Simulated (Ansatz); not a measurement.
# Ru (Fm-3m) in Ansatz: a series of runs

Aim: see how the results for Ru move with the level of theory and the settings. Levels: RPBE+D3(BJ), PBE+D3(BJ), RPBE+D4+U, RPBE+U. Tasks: band structure, optical spectrum, single point, equation of state.

Everything below comes from runs of Ansatz 0.2.0. Logs are shortened: lines on timing, memory, paths and dates and some standing lists are left out, and cuts for length are marked.

## (1) The structure

It takes space group Fm-3m (No. 225, cubic). The conventional cell has a = 3.830 Å, b = 3.830 Å, c = 3.830 Å, α = 90.00°, β = 90.00°, γ = 90.00°. Around Ru (site symmetry m-3m) lie 12 Ru at 2.71 Å.

This isn't the form of Ru at room conditions, which is hcp.

## (2) Band structure, RPBE+D3(BJ), collinear spin, ferromagnetic start, moments held on the sites (volume scaled by 1.25)

The input, input.yaml:

```yaml
crystal:
  lattice: { a: 2.9173404507, b: 2.9173404507, c: 2.9173404507, alpha: 60.0, beta: 60.0, gamma: 60.0 }
  atoms:
    - { symbol: Ru, position: [0.0, 0.0, 0.0], spin: 1.0 }
kpoints:
  mp_grid: { grid: [12, 12, 12] }
  band_path:
    path:
      - [0.0, 0.0, 0.0]
      - [0.5, 0.0, 0.5]
      - [0.5, 0.25, 0.75]
      - [0.375, 0.375, 0.75]
      - [0.0, 0.0, 0.0]
      - [0.5, 0.5, 0.5]
      - [0.625, 0.25, 0.625]
      - [0.5, 0.25, 0.75]
    npoints: 12
scf:
  occupations: { method: cold, width: 0.05 }
hamiltonian:
  xc: rpbe
  dispersion: d3bj
  pseudopotentials: { kind: all_electron, lapw: { basis_error: 0.001 } }
magnetization:
  spin_polarized: true
  spin_locking: { lock_spins: true }
output:
  forces: true
  stress: true
  eigenvalues: true
```

Potentials or basis: all-electron LAPW, scalar-relativistic.

Command:

```sh
$ ansatz run input.yaml --threads 1 --pin off --max-ram 2560MiB --backend cpu --events-out ev --progress --plain --runs-dir out
```

The program printed:

```text
Warning: output.stress: the lock of the moments that magnetization.spin_locking holds to the close lets an SCF meet its threshold on dr2 anywhere within the lock's freeze window, and the stress can move with the moments there: no threshold on dr2 bounds that. The window is the square root of the freeze energy over magnetization.spin_locking.lambda. Set magnetization.spin_locking.freeze_energy_tol to 1e-7 of magnetization.spin_locking.lambda or tighter (1e-7 eV at magnetization.spin_locking.lambda's default), and hold the SCF's own gates tight with it: the threshold on dr2 and, on a non-collinear run, whose gate on the magnetisation can be let go, scf.convergence.magnetization_residual_energy_tol, under 2e-7 eV over the cell's volume in cubic angstroms (a run under these bars is not thereby shown to hold its stress)
Warning: RAYON_NUM_THREADS=1 ignored (pool sized by the plan → 1); use --threads N
LAPW: plane waves up to 7.734 Å⁻¹, error target 1.0e-3 eV per atom; small_component_spin mean_spin; Ru in spheres of 1.459 Å, 26 of its electrons in bands, Dirac shells [] (how accurate: hamiltonian.pseudopotentials.lapw.basis_error, Limitations)
Engine: ansatz 0.2.0, aarch64-unknown-linux-gnu
Pseudopotentials: kind: all_electron
Pseudopotential: Ru, LAPW, valence charge 26, lapw/all_electron/scalar/gaussian/Ru, Koelling and Harmon's equation, gaussian nucleus
Functional definition: RPBE
  parameter kappa = 0.804
  parameter beta = 0.06672455060314922
  exchange = rpbe_x(kappa = kappa, mu = beta*pi^2/3)
  correlation = pbe_c(beta = beta)
Crystal: 1 atoms, lattice volume = 17.557 Å³
Basis set: ecut = 227.90487083646562 eV, 137 PW (Γ), exchange–correlation at level 2
Bands: 18, of which v1, the nominal top of the filled ones, is band 13 counted from 1 (12 counted from 0)
Symmetry: 48 space group operations
Space group: Fm-3m (ITA 225), of the structure as read, at distance tolerance 2.6e-5 Å
Magnetic group: BNS 225.116 (UNI 1618), of the structure as read, at distance tolerance 2.6e-5 Å
k-points: 72 of 1728
Non-local potential: Ru, projectors of the file, none
Initial density: superposition of atomic densities (chi_scale 0.1, normalization cell)
Starting moments: Σ|m| = 1 μB on 1 of 1 site
Initial wavefunctions: plane waves of lowest kinetic energy (no species holds an atomic orbital)
Functional: x = rpbe, c = pbe(β = 0.06672455060314922)
iter 1 solved again at ethr=5.03e-4 eV; its pass at ethr=1.00e-1 eV (dr2=1.31e-1 eV) is discarded
SCF iter   1: F=-123303.266379 eV  HF=-123304.938937 eV  |F-HF|=1.67e0  |Δ(HF+E_count)|=         —  Δρ=1.96e-2 (↑1.68e-2 ↓1.96e-2)  dr2=1.31e-1  dr2_m=2.16e-3  M=0.895 μB ∫|m|=0.899 μB  β_m=0.30  ethr=5.03e-4  ⟨swp⟩=2.9  Hψ=16766  notcnv=0
preconditioner: auto → none  [metal: Δε(μ)=0.006 eV  Ē_g=10.834 eV  σ=0.050 eV  W_gap=0.08  n_scr=8 (ndim 8)  ℏωp=25.1 eV  f_vac=0.000  D(μ)=1.93/eV (n_scr^D=26)]
SCF iter   2: F=-123304.295397 eV  HF=-123304.356304 eV  |F-HF|=6.09e-2  |Δ(HF+E_count)|=   5.83e-1  S|Δr|=    0.00e0  Δρ=8.49e-3 (↑4.65e-3 ↓8.49e-3)  dr2=1.53e-2  dr2_m=9.47e-4  M=0.932 μB ∫|m|=0.938 μB  β_m=0.35  ethr=5.03e-4  ⟨swp⟩=2.1  Hψ=7875  notcnv=0
SCF iter   3: F=-123304.337464 eV  HF=-123304.332744 eV  |F-HF|=4.72e-3  |Δ(HF+E_count)|=         —  Δρ=3.90e-3 (↑1.06e-3 ↓3.90e-3)  dr2=1.88e-3  dr2_m=4.46e-4  M=0.943 μB ∫|m|=0.950 μB  β_m=0.63  ethr=5.88e-5  ⟨swp⟩=2.0  Hψ=7576  notcnv=0
the basis was enlarged: its passes take 808.3 KiB over the memory plan, 2 of 2 planned eigensolver slots
iter 4 solved again at ethr=9.21e-9 eV; its pass at ethr=7.21e-6 eV (dr2=2.39e-6 eV) is discarded
SCF iter   4: F=-123304.335720 eV  HF=-123304.334865 eV  |F-HF|=8.55e-4  |Δ(HF+E_count)|=   2.12e-3  S|Δr|=    0.00e0  Δρ=1.42e-3 (↑1.39e-3 ↓1.42e-3)  dr2=2.39e-6  dr2_m=3.17e-4  M=0.897 μB ∫|m|=0.912 μB  β_m=0.59  ethr=9.21e-9  ⟨swp⟩=3.0  Hψ=13385  notcnv=0
SCF iter   5: F=-123304.338052 eV  HF=-123304.337588 eV  |F-HF|=4.64e-4  |Δ(HF+E_count)|=   2.72e-3  S|Δr|=    0.00e0  Δρ=5.52e-4 (↑2.50e-4 ↓5.52e-4)  dr2=8.35e-6  dr2_m=2.54e-5  M=0.926 μB ∫|m|=0.941 μB  β_m=0.63  ethr=9.20e-9  ⟨swp⟩=3.0  Hψ=7754  notcnv=0
SCF iter   6: F=-123304.338045 eV  HF=-123304.337933 eV  |F-HF|=1.12e-4  |Δ(HF+E_count)|=   3.45e-4  S|Δr|=    0.00e0  Δρ=2.76e-4 (↑2.15e-4 ↓2.76e-4)  dr2=2.35e-6  dr2_m=9.11e-6  M=0.923 μB ∫|m|=0.940 μB  β_m=0.81  ethr=9.20e-9  ⟨swp⟩=3.4  Hψ=8255  notcnv=0
SCF iter   7: F=-123304.337667 eV  HF=-123304.337663 eV  |F-HF|=3.78e-6  |Δ(HF+E_count)|=   2.70e-4  S|Δr|=    0.00e0  Δρ=6.45e-5 (↑5.62e-5 ↓6.45e-5)  dr2=2.12e-7  dr2_m=5.36e-7  M=0.919 μB ∫|m|=0.937 μB  β_m=0.91  ethr=9.04e-9  ⟨swp⟩=3.2  Hψ=8149  notcnv=0
SCF iter   8: F=-123304.337529 eV  HF=-123304.337529 eV  |F-HF|=1.15e-7  |Δ(HF+E_count)|=   1.34e-4  S|Δr|=    0.00e0  Δρ=1.37e-5 (↑1.26e-5 ↓1.37e-5)  dr2=9.29e-10  dr2_m=2.75e-8  M=0.918 μB ∫|m|=0.936 μB  β_m=0.95  ethr=8.14e-10  ⟨swp⟩=3.0  Hψ=7739  notcnv=0
SCF iter   9: F=-123304.337550 eV  HF=-123304.337550 eV  |F-HF|=9.43e-9  |Δ(HF+E_count)|=   2.13e-5  S|Δr|=    0.00e0  Δρ=3.24e-6 (↑1.95e-6 ↓3.24e-6)  dr2=6.29e-10  dr2_m=9.97e-10  M=0.918 μB ∫|m|=0.936 μB  β_m=0.96  ethr=3.57e-12  ⟨swp⟩=3.5  Hψ=8335  notcnv=0
SCF iter  10: F=-123304.337554 eV  HF=-123304.337554 eV  |F-HF|=2.91e-11  |Δ(HF+E_count)|=   4.03e-6  S|Δr|=    0.00e0  Δρ=3.59e-7 (↑2.43e-7 ↓3.59e-7)  dr2=4.53e-12  dr2_m=1.38e-11  M=0.918 μB ∫|m|=0.936 μB  ethr=3.23e-12 (applied; sched 2.42e-12)  ⟨swp⟩=3.0  Hψ=7758  notcnv=0
Constraint outer step 1 at iter 10: max|Δm| = 9.68e-2 μB  λ_eff = 1.000 eV/μB²  [c0 t0: gradient δμ = -1.936e-1 eV/μB]
Mixer restart at iter 10: flushing history
SCF iter  11: F=-123304.374351 eV  HF=-123304.361955 eV  |F-HF|=1.24e-2  |Δ(HF+E_count)|=         —  Δρ=8.49e-3 (↑8.49e-3 ↓8.19e-3)  dr2=4.17e-5  dr2_m=1.12e-2  M=1.175 μB ∫|m|=1.195 μB  β_m=0.96  ethr=4.24e-12 (applied; sched 1.00e-12)  ⟨swp⟩=5.6  Hψ=11199  notcnv=0  reapply=8
SCF iter  12: F=-123304.421463 eV  HF=-123304.372225 eV  |F-HF|=4.92e-2  |Δ(HF+E_count)|=   1.03e-2  S|Δr|=    0.00e0  Δρ=1.85e-2 (↑1.85e-2 ↓1.76e-2)  dr2=4.95e-4  dr2_m=5.23e-2  M=0.603 μB ∫|m|=0.636 μB  β_m=0.07  ethr=1.60e-7  ⟨swp⟩=3.5  Hψ=8792  notcnv=0  recentre
SCF iter  13: F=-123304.365745 eV  HF=-123304.356113 eV  |F-HF|=9.63e-3  |Δ(HF+E_count)|=   1.61e-2  S|Δr|=    0.00e0  Δρ=7.52e-3 (↑7.52e-3 ↓7.25e-3)  dr2=3.60e-5  dr2_m=8.77e-3  M=1.153 μB ∫|m|=1.173 μB  β_m=0.12  ethr=1.60e-7  ⟨swp⟩=3.4  Hψ=8738  notcnv=0
SCF iter  14: F=-123304.356878 eV  HF=-123304.351653 eV  |F-HF|=5.23e-3  |Δ(HF+E_count)|=   4.46e-3  S|Δr|=    0.00e0  Δρ=7.01e-3 (↑7.01e-3 ↓6.51e-3)  dr2=1.44e-4  dr2_m=7.32e-3  M=1.139 μB ∫|m|=1.160 μB  β_m=0.17  ethr=1.39e-7  ⟨swp⟩=3.0  Hψ=7605  notcnv=0
SCF iter  15: F=-123304.335568 eV  HF=-123304.333092 eV  |F-HF|=2.48e-3  |Δ(HF+E_count)|=   1.86e-2  S|Δr|=    0.00e0  Δρ=3.86e-3 (↑3.86e-3 ↓3.72e-3)  dr2=8.67e-6  dr2_m=2.31e-3  M=1.081 μB ∫|m|=1.102 μB  β_m=0.24  ethr=1.39e-7  ⟨swp⟩=2.9  Hψ=7597  notcnv=0
SCF iter  16: F=-123304.320167 eV  HF=-123304.320187 eV  |F-HF|=2.07e-5  |Δ(HF+E_count)|=   1.29e-2  S|Δr|=    0.00e0  Δρ=1.85e-4 (↑1.85e-4 ↓1.54e-4)  dr2=7.64e-6  dr2_m=6.56e-7  M=1.000 μB ∫|m|=1.021 μB  β_m=0.19  ethr=3.34e-8  ⟨swp⟩=3.0  Hψ=7766  notcnv=0
SCF iter  17: F=-123304.320721 eV  HF=-123304.320728 eV  |F-HF|=6.67e-6  |Δ(HF+E_count)|=   5.41e-4  S|Δr|=    0.00e0  Δρ=2.52e-4 (↑1.93e-4 ↓2.52e-4)  dr2=4.61e-6  dr2_m=5.62e-6  M=1.005 μB ∫|m|=1.026 μB  β_m=0.24  ethr=2.94e-8  ⟨swp⟩=2.0  Hψ=7168  notcnv=0
SCF iter  18: F=-123304.320688 eV  HF=-123304.320689 eV  |F-HF|=1.30e-6  |Δ(HF+E_count)|=   3.86e-5  S|Δr|=    0.00e0  Δρ=2.32e-4 (↑1.76e-4 ↓2.32e-4)  dr2=3.61e-6  dr2_m=4.91e-6  M=1.005 μB ∫|m|=1.026 μB  β_m=0.27  ethr=1.77e-8  ⟨swp⟩=2.0  Hψ=7168  notcnv=0
SCF iter  19: F=-123304.320273 eV  HF=-123304.320269 eV  |F-HF|=4.22e-6  |Δ(HF+E_count)|=   4.21e-4  S|Δr|=    0.00e0  Δρ=5.22e-5 (↑2.22e-5 ↓5.22e-5)  dr2=2.16e-7  dr2_m=1.54e-7  M=1.001 μB ∫|m|=1.022 μB  β_m=0.64  ethr=1.39e-8  ⟨swp⟩=2.8  Hψ=7393  notcnv=0
SCF iter  20: F=-123304.320309 eV  HF=-123304.320308 eV  |F-HF|=9.64e-7  |Δ(HF+E_count)|=   3.90e-5  S|Δr|=    0.00e0  Δρ=4.79e-5 (↑3.39e-5 ↓4.79e-5)  dr2=1.21e-7  dr2_m=2.20e-7  M=1.002 μB ∫|m|=1.023 μB  ethr=8.31e-10  ⟨swp⟩=3.0  Hψ=7720  notcnv=0
Constraint outer step 2 at iter 20: max|Δm| = 1.34e-2 μB  λ_eff = 1.000 eV/μB²  [c0 t0: secant δμ = -3.115e-2 eV/μB]
Mixer restart at iter 20: flushing history
SCF iter  21: F=-123304.321485 eV  HF=-123304.321054 eV  |F-HF|=4.31e-4  |Δ(HF+E_count)|=         —  Δρ=1.56e-3 (↑1.56e-3 ↓1.51e-3)  dr2=1.53e-6  dr2_m=3.77e-4  M=1.048 μB ∫|m|=1.070 μB  β_m=0.64  ethr=4.67e-10  ⟨swp⟩=3.7  Hψ=8467  notcnv=0
SCF iter  22: F=-123304.315021 eV  HF=-123304.314675 eV  |F-HF|=3.46e-4  |Δ(HF+E_count)|=   6.38e-3  S|Δr|=    0.00e0  Δρ=1.71e-3 (↑1.71e-3 ↓1.59e-3)  dr2=7.55e-6  dr2_m=4.34e-4  M=0.980 μB ∫|m|=1.002 μB  β_m=0.24  ethr=5.89e-9  ⟨swp⟩=3.2  Hψ=8006  notcnv=0
SCF iter  23: F=-123304.315803 eV  HF=-123304.315710 eV  |F-HF|=9.27e-5  |Δ(HF+E_count)|=   1.04e-3  S|Δr|=    0.00e0  Δρ=8.73e-4 (↑8.73e-4 ↓8.16e-4)  dr2=2.01e-6  dr2_m=1.14e-4  M=0.997 μB ∫|m|=1.019 μB  β_m=0.51  ethr=5.89e-9  ⟨swp⟩=3.0  Hψ=7751  notcnv=0
SCF iter  24: F=-123304.317241 eV  HF=-123304.317239 eV  |F-HF|=1.59e-6  |Δ(HF+E_count)|=   1.53e-3  S|Δr|=    0.00e0  Δρ=5.03e-5 (↑4.56e-5 ↓5.03e-5)  dr2=1.07e-8  dr2_m=3.65e-7  M=1.016 μB ∫|m|=1.038 μB  β_m=0.76  ethr=5.89e-9  ⟨swp⟩=3.0  Hψ=7752  notcnv=0
SCF iter  25: F=-123304.317131 eV  HF=-123304.317131 eV  |F-HF|=2.57e-7  |Δ(HF+E_count)|=   1.08e-4  S|Δr|=    0.00e0  Δρ=1.03e-5 (↑6.39e-6 ↓1.03e-5)  dr2=1.47e-8  dr2_m=6.47e-9  M=1.015 μB ∫|m|=1.037 μB  β_m=0.73  ethr=4.13e-11  ⟨swp⟩=3.2  Hψ=8221  notcnv=0
SCF iter  26: F=-123304.317101 eV  HF=-123304.317101 eV  |F-HF|=4.57e-9  |Δ(HF+E_count)|=   3.06e-5  S|Δr|=    0.00e0  Δρ=4.95e-6 (↑2.62e-6 ↓4.95e-6)  dr2=1.56e-9  dr2_m=1.81e-9  M=1.015 μB ∫|m|=1.037 μB  β_m=0.73  ethr=4.13e-11  ⟨swp⟩=3.0  Hψ=7798  notcnv=0
iter 27 did not close the SCF: its close was put off for a basis of augmented plane waves that was refined there (scf_convergence_deferred on its scf_iter line)
SCF iter  27: F=-123304.317103 eV  HF=-123304.317103 eV  |F-HF|=2.49e-9  |Δ(HF+E_count)|=   2.11e-6  S|Δr|=    0.00e0  Δρ=1.77e-6 (↑1.48e-6 ↓1.77e-6)  dr2=1.82e-11  dr2_m=4.23e-10  M=1.015 μB ∫|m|=1.037 μB  β_m=0.87  ethr=5.98e-12  ⟨swp⟩=3.0  Hψ=7725  notcnv=0
SCF iter  28: F=-123304.317131 eV  HF=-123304.317131 eV  |F-HF|=1.53e-7  |Δ(HF+E_count)|=         —  Δρ=3.48e-7 (↑3.29e-7 ↓3.48e-7)  dr2=1.21e-13  dr2_m=1.84e-11  M=1.015 μB ∫|m|=1.037 μB  β_m=0.87  ethr=3.12e-12 (applied; sched 1.00e-12)  ⟨swp⟩=3.0  Hψ=7534  notcnv=0
the basis was enlarged: its passes take 1.2 MiB over the memory plan, 2 of 2 planned eigensolver slots
SCF iter  29: F=-123304.317130 eV  HF=-123304.317130 eV  |F-HF|=4.79e-9  |Δ(HF+E_count)|=   7.21e-7  S|Δr|=    0.00e0  Δρ=1.11e-6 (↑1.04e-6 ↓1.11e-6)  dr2=3.24e-12  dr2_m=1.84e-10  M=1.015 μB ∫|m|=1.037 μB  ethr=3.23e-12 (applied; sched 1.00e-12)  ⟨swp⟩=3.0  Hψ=7705  notcnv=0
SCF 1 converged in 29 iterations: F = -123304.317130 eV  dr2 = 3.24e-12
NSCF: frozen V_eff on 85 k-points
this state was not tested for a lower state beside it, because a magnetisation constraint still acts at the end of the SCF (magnetization_constraint; see scf.lower_state_search)
SCF converged after 29 iterations
Magnetization: 1.0154 μB (13.5077 up, 12.4923 down)
Absolute magnetization: 1.0375 μB (∫|ρ↑−ρ↓|)
Spin contamination: 0.0099 ħ² per cell (⟨S²⟩ above its minimum at these occupations)
Per-site moments (μB) at R_I (Å): [(1.001112987347718, 1.2034029359137497)]
--- Magnetisation constraints (ε_frz = 1.0e-4 eV) ---
  site  kind      target   achieved (μB)  |Δ|max (μB)  g (eV/μB)  λ_eff  esc  ok   flags
  0     per_site  +1.0000  +1.0011        1.11e-3      -2.23e-1   1.000  0    yes
Free energy (F): -123304.317130 eV
Harris-Foulkes:  -123304.317130 eV  (|F-HF|=4.79e-9)
Internal energy: -123304.316670 eV  (E = F + TS)
E sigma→0 (E₀):  -123304.316977 eV
Entropy (-TS):   -0.000460 eV (-0.460 meV/atom)
Fermi energy:    18.837581 eV
--- Per-component energies (eV) ---
  E_band       = -2624.249332
  E_kinetic    = 128208.938683
  E_xc         = -3646.084859
  E_constr_dc  = -0.222831  (∫m·b dr)
  E_electrostatic = -247864.595729  (all electrons and nuclei)
  E_disp       = -2.574757  (pairwise vdW)
  E_smearing   = -0.000460  (= −TS)
  E_closure    = -0.000007  (closes the sum)
  E_penalty    = -0.000242  (constraint; not in F)
  E_atoms      = -123293.882219  (free atoms, spherical and without spin; not in F)
  Σ components = -123304.317130   (vs F -123304.317130, Δ=0.00e0)
  Basis errors (estimates in eV, not in F): energy 2.3e-4 per atom: plane waves 1.8e-4 (9.4e-5 summed), levels above the bands 0.0e0, relativity 8.2e-8, radial functions 4.2e-5, core shells 7.3e-8; eigenvalues (radial functions only) 9.1e-6; not estimated: angular momenta, meshes, grids; target (lapw.basis_error) 1.0e-3; muffin-tin radii Ru 1.459 Å
--- Forces (eV/Å), atoms counted from 1 ---
  atom   1  Ru    -0.00000000     0.00000000     0.00000000
  max |Σ_I F_I| component: 1.48e-31 eV/Å
--- Stress (GPa, compression-positive) ---
      -60.522232      -0.000000      -0.000000
       -0.000000     -60.522232       0.000000
        0.000000       0.000000     -60.522232
  P = ⅓ Tr σ = -60.5222 GPa (-605.222 kbar)
--- Band table (eV; the first three rows and the last of 144) ---
  k-point 0 ↑: bands = ["-250.9921", "-250.9921", "-250.9540", "-250.9540", "-250.9540", "-54.4254", "-24.1513", "-24.1513", "-24.1513", "12.1601", "16.5337", "16.5337", "16.5337", "17.9231", "17.9231", "33.4859", "37.6569", "37.6569"]
  k-point 1 ↑: bands = ["-250.9921", "-250.9921", "-250.9540", "-250.9540", "-250.9540", "-54.4216", "-24.1810", "-24.1555", "-24.1555", "12.3887", "16.4441", "16.6162", "16.6162", "17.8836", "17.8836", "33.7704", "36.5017", "37.9607"]
  k-point 2 ↑: bands = ["-250.9921", "-250.9921", "-250.9540", "-250.9540", "-250.9540", "-54.4110", "-24.2615", "-24.1668", "-24.1668", "13.0117", "16.2759", "16.7681", "16.7681", "17.8715", "17.8715", "34.0273", "34.6978", "38.7869"]
  k-point 71 ↓: bands = ["-250.3941", "-250.3941", "-250.3941", "-250.3501", "-250.3501", "-53.1456", "-23.1988", "-23.1988", "-23.0731", "15.9304", "16.7635", "16.7635", "19.1765", "20.7750", "27.4545", "27.4545", "28.6638", "30.1923"]
```

It took 40 s on 1 thread of Arm Neoverse V1, shared host; peak memory 0.34 GiB.

Results:

```
Free energy             : -123304.3171 eV
Band gap along the path : none (metal or under the smearing width)
Net moment              : 1.02 μB per cell
Absolute moment         : 1.04 μB per cell
Site moments            : Ru +1.00 μB
```

Levels at the corners of the path, in eV from the Fermi level:
Spin up:
```
point  band 11  band 12  band 13  band 14  band 15  band 16
    Γ    -2.30    -2.30    -2.30    -0.91    -0.91    14.65
    X    -4.53     0.26     0.85     0.85     2.83     9.81
    W    -2.88    -2.88    -1.05     0.85     8.08     8.08
    K    -3.68    -1.53    -0.66     0.38     6.56     7.17
    Γ    -2.30    -2.30    -2.30    -0.91    -0.91    14.65
    L    -2.48    -2.48     0.43     0.43     0.76     6.82
    U    -3.68    -1.53    -0.66     0.38     6.56     7.17
    W    -2.88    -2.88    -1.05     0.85     8.08     8.08
```
Spin down:
```csv
point,band 9,band 10,band 11,band 12,band 13,band 14,band 15,band 16
Γ,-41.74,-6.32,-1.34,-1.34,-1.34,0.57,0.57,14.78
X,-41.91,-3.98,-3.72,1.81,1.93,1.93,3.13,10.71
W,-41.91,-2.91,-2.07,-2.07,0.34,1.94,8.62,8.62
K,-41.87,-3.32,-2.82,-0.73,0.79,1.45,7.14,7.75
Γ,-41.74,-6.32,-1.34,-1.34,-1.34,0.57,0.57,14.78
L,-41.80,-4.09,-1.29,-1.29,1.02,1.70,1.70,7.65
U,-41.87,-3.32,-2.82,-0.73,0.79,1.45,7.14,7.75
W,-41.91,-2.91,-2.07,-2.07,0.34,1.94,8.62,8.62
```

Caveat: the SCF stop doesn't bound the stress; each atom's moment is held at its typed value, so this isn't a free magnetic state; pairwise dispersion overbinds metals, which lowers pressure and volume.

[end of part 1 of 2]
